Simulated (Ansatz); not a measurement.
Here is an Ansatz 0.2.0 calculation.

File input.yaml:

```yaml
crystal:
  lattice:
    - [-1.6749232544, 1.6749232544, 5.7401081759]
    - [1.6749232544, -1.6749232544, 5.7401081759]
    - [1.6749232544, 1.6749232544, -5.7401081759]
  atoms:
    - { symbol: Nb, position: [0.2498808, 0.7498808, 0.5] }
    - { symbol: Nb, position: [0.4998808, 0.4998808, 0.0] }
    - { symbol: P, position: [0.83274777, 0.33274777, 0.5] }
    - { symbol: P, position: [0.08274777, 0.08274777, 0.0] }
hamiltonian:
  xc: pbe
  pseudopotentials: { kind: paw }
kpoints:
  mp_grid: { grid: [11, 11, 11] }
scf:
  occupations: { method: gaussian, width: 0.027 }
output:
  forces: true
  stress: true
  eigenvalues: true
```

Potentials or basis: Ansatz PAW.

Command:

```sh
$ ansatz run input.yaml --threads 2 --pin off --max-ram 5632MiB --backend cpu --events-out ev --progress --plain --runs-dir out
```

(1) What does it give for the pressure?

(2) What does it give for the largest force?

(3) What does it give for the band gap on the k mesh?

Results:

(1) -1.1 GPa.

(2) 0.020 eV/Å.

(3) none (metal or under the smearing width).
